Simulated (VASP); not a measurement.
# BAs: NMR shieldings

Aim: NMR shielding tensors and field gradients of BAs. The cell is of the zinc-blende type, one of the forms listed for this formula, which need not be the common one. The start is a cell from a database of measured crystal structures.

Calculated with VASP 6.6.1; PBE; plane waves and PAW (As, B), in the first sound run; inputs show where later runs differ.

### 1. Set-up

The structure is cubic, space group F-43m (No. 216). Conventional cell: a = 4.777 Å, b = 4.777 Å, c = 4.777 Å, α = 90.00°, β = 90.00°, γ = 90.00°. Nearest to As lie 4 B at 2.07 Å. Nearest to B lie 4 As at 2.07 Å. Farther neighbours are not listed.

### 2. Ground state

A ground-state run shows first whether the cell has a gap, which the next steps need; its size sets how fine their mesh has to be.

The input, INCAR:

```
SYSTEM = BAs
PREC = Accurate
ENCUT = 420
EDIFF = 1E-07
NELM = 100
ISMEAR = 0
SIGMA = 0.01
LREAL = .FALSE.
ALGO = Normal
GGA = PE
NBANDS = 10
LORBIT = 11
LWAVE = .FALSE.
LCHARG = .FALSE.
KPAR = 2
```

The input, POSCAR:

```
BAs
1.0
    0.0000000000      2.3885000000      2.3885000000
    2.3885000000      0.0000000000      2.3885000000
    2.3885000000      2.3885000000      0.0000000000
As B
1 1
Direct
    0.7500000000      0.7500000000      0.7500000000
    0.0000000000      0.0000000000      0.0000000000
```

The input, KPOINTS:

```
Automatic mesh
0
Gamma
8 8 8
0 0 0
```

The projector-augmented-wave data sets are As and B (PBE family, release 64).

Command:

```bash
$ mpirun -np 2 vasp_std
```

Output:

```text
[banner, memory and clock lines left out]
running    2 mpi-ranks, on    1 nodes
 distrk:  each k-point on    1 cores,    2 groups
 distr:  one band on    1 cores,    1 groups

 POSCAR found type information on POSCAR AsB
 POSCAR found :  2 types and       2 ions
 LDA part: xc-table for (Slater+PW92), standard interpolation
 POSCAR, INCAR and KPOINTS ok, starting setup
 FFT: planning ... GRIDC
 FFT: planning ... GRID_SOFT
 FFT: planning ... GRID
 WAVECAR not read
 entering main loop
       N       E                     dE             d eps       ncg     rms          rms(c)
DAV:   1     0.856765446841E+01    0.85677E+01   -0.34353E+03   580   0.598E+02
DAV:   2    -0.115391309161E+02   -0.20107E+02   -0.19519E+02   780   0.965E+01
DAV:   3    -0.120423721442E+02   -0.50324E+00   -0.50269E+00   696   0.152E+01
DAV:   4    -0.120435311736E+02   -0.11590E-02   -0.11589E-02   708   0.844E-01
DAV:   5    -0.120435331325E+02   -0.19590E-05   -0.19589E-05   716   0.345E-02    0.493E+00
DAV:   6    -0.114661728931E+02    0.57736E+00   -0.16446E+00   618   0.559E+00    0.240E+00
DAV:   7    -0.114069533067E+02    0.59220E-01   -0.19504E-01   690   0.232E+00    0.978E-01
DAV:   8    -0.114001875639E+02    0.67657E-02   -0.20961E-02   646   0.861E-01    0.101E-01
DAV:   9    -0.114004879906E+02   -0.30043E-03   -0.70987E-04   678   0.168E-01    0.591E-02
DAV:  10    -0.114006544158E+02   -0.16643E-03   -0.22072E-04   636   0.956E-02    0.135E-02
DAV:  11    -0.114006598722E+02   -0.54564E-05   -0.58159E-06   706   0.172E-02    0.114E-02
DAV:  12    -0.114006597853E+02    0.86927E-07   -0.28062E-06   632   0.969E-03    0.347E-03
DAV:  13    -0.114006598468E+02   -0.61454E-07   -0.84413E-08   558   0.202E-03
   1 F= -.11400660E+02 E0= -.11400660E+02  d E =-.401611E-73
```

Elapsed: 6.8 s, on 2 MPI ranks of Intel Xeon Platinum 8375C at 2.90GHz (Ice Lake), shared host; peak memory 0.24 GiB.

The logs omit lines about the potential files and the build; timing stands in the text.

From OUTCAR (step 2):

```text
ion  position               nearest neighbor table
   1  0.750  0.750  0.750-   2 2.07   2 2.07   2 2.07   2 2.07
   2  0.000  0.000  0.000-   1 2.07   1 2.07   1 2.07   1 2.07

  LATTYP: Found a face centered cubic cell.
 ALAT       =     4.7770000000

 Subroutine GETGRP returns: Found 24 space group operations
 (whereof 24 operations were pure point group operations)

The static configuration has the point symmetry T_d .

 Found     29 irreducible k-points:

   k-points           NKPTS =     29   k-points in BZ     NKDIM =     29   number of bands    NBANDS=     10

   dimension x,y,z NGX =    24 NGY =   24 NGZ =   24
   dimension x,y,z NGXF=    48 NGYF=   48 NGZF=   48

   ENCUT  =  420.0 eV  30.87 Ry    5.56 a.u.   5.64  5.64  5.64*2*pi/ulx,y,z

   NELECT =       8.0000    total number of electrons

 k-points in reciprocal lattice and weights: Automatic mesh
   0.00000000  0.00000000  0.00000000       0.002
   0.12500000  0.00000000  0.00000000       0.016
   0.25000000  0.00000000  0.00000000       0.016
   0.37500000  0.00000000  0.00000000       0.016
   0.50000000  0.00000000  0.00000000       0.008
   0.12500000  0.12500000  0.00000000       0.012
   0.25000000  0.12500000  0.00000000       0.047
   0.37500000  0.12500000  0.00000000       0.047
   0.50000000  0.12500000  0.00000000       0.047
[...]
-0.37500000  0.50000000  0.12500000       0.023
  -0.25000000  0.50000000  0.25000000       0.012

 average (electrostatic) potential at core
       1 -48.7698       2 -26.7845

 E-fermi :   6.2556

 k-point     1 :       0.0000    0.0000    0.0000
  band No.  band energies     occupation
      1      -9.2747      2.00000
      2       6.1296      2.00000
      3       6.1296      2.00000
      4       6.1296      2.00000
      5       9.3997      0.00000
      6       9.3997      0.00000
      7       9.3997      0.00000
      8      10.8138      0.00000
      9      15.7104      0.00000
    ...

 k-point     2 :       0.1250    0.0000    0.0000
  band No.  band energies     occupation
      1      -9.0187      2.00000
      2       4.1633      2.00000
      3       5.6906      2.00000
      4       5.6906      2.00000
      5       9.5196      0.00000
      6       9.9771      0.00000
      7       9.9771      0.00000
      8      12.0864      0.00000
      9      16.6586      0.00000
    ...

 k-point     3 :       0.2500    0.0000    0.0000
  band No.  band energies     occupation
      1      -8.2733      2.00000
      2       1.1884      2.00000
      3       4.9793      2.00000
      4       4.9793      2.00000
      5       9.1918      0.00000
      6      10.7757      0.00000
      7      10.7757      0.00000
      8      14.0254      0.00000
      9      17.3555      0.00000
    ...

  Total        0.5918700      0.5918700      0.5918700     -0.0000000     -0.0000000      0.0000000
  in kB       34.7961514     34.7961514     34.7961514     -0.0000000     -0.0000000      0.0000000
  external PRESSURE =      34.7961514 kB  Pullay stress =       0.0000000 kB

  energy-cutoff  :      420.00
  volume of cell :       27.25
      direct lattice vectors                 reciprocal lattice vectors
     0.000000000  2.388500000  2.388500000    -0.209336404  0.209336404  0.209336404
     2.388500000  0.000000000  2.388500000     0.209336404 -0.209336404  0.209336404
     2.388500000  2.388500000  0.000000000     0.209336404  0.209336404 -0.209336404

 POSITION                                       TOTAL-FORCE (eV/Angst)
 -----------------------------------------------------------------------------------
      3.58275      3.58275      3.58275        -0.000000     -0.000000     -0.000000
      0.00000      0.00000      0.00000         0.000000      0.000000      0.000000
 -----------------------------------------------------------------------------------
    total drift:                               -0.000000     -0.000000     -0.000000

  FREE ENERGIE OF THE ION-ELECTRON SYSTEM (eV)
  ---------------------------------------------------
  free  energy   TOTEN  =       -11.4006598468 eV

  energy  without entropy=      -11.4006598468  energy(sigma->0) =      -11.40065985

 total charge
# of ion       s       p       d       tot
------------------------------------------
    1        1.172   1.663   0.088   2.924
    2        0.660   1.180   0.000   1.840
--------------------------------------------------
tot          1.832   2.843   0.088   4.763

[... 3 further parts left out ...]
```

The gap is read on the k-mesh alone, so it is an upper bound where the band edges lie off the mesh.

Numbers from this step:

| Property | Result |
| --- | --- |
| free energy (TOTEN) | -11.40 eV |
| Fermi energy | 6.256 eV |
| pressure | 3.480 GPa |
| gap on the k-mesh | 1.185 eV |
| least direct gap on the k-mesh | 3.270 eV |

The cell has a gap of 1.18 eV on this mesh and a pressure of +3.5 GPa, which holds the misfit of the given cell and coordinates with this functional, and any error of cutoff, mesh and data sets. Spin-orbit coupling is left out, which can shift or reorder these edges.

(Part 1 of 3 ends here.)

[Lines on the potential files, build, host, timing and source positions are cut from VASP's logs without a mark.]

[Logs are printed without paths, hosts, clocks, repeated set-up lines and the standing remarks that a program may print on its own settings, such as how far it seeks lower states.]

[Hosts, paths, dates, database ids (printed as entryN), source tags and the programs' standing remarks are cut or masked in the printed files.]
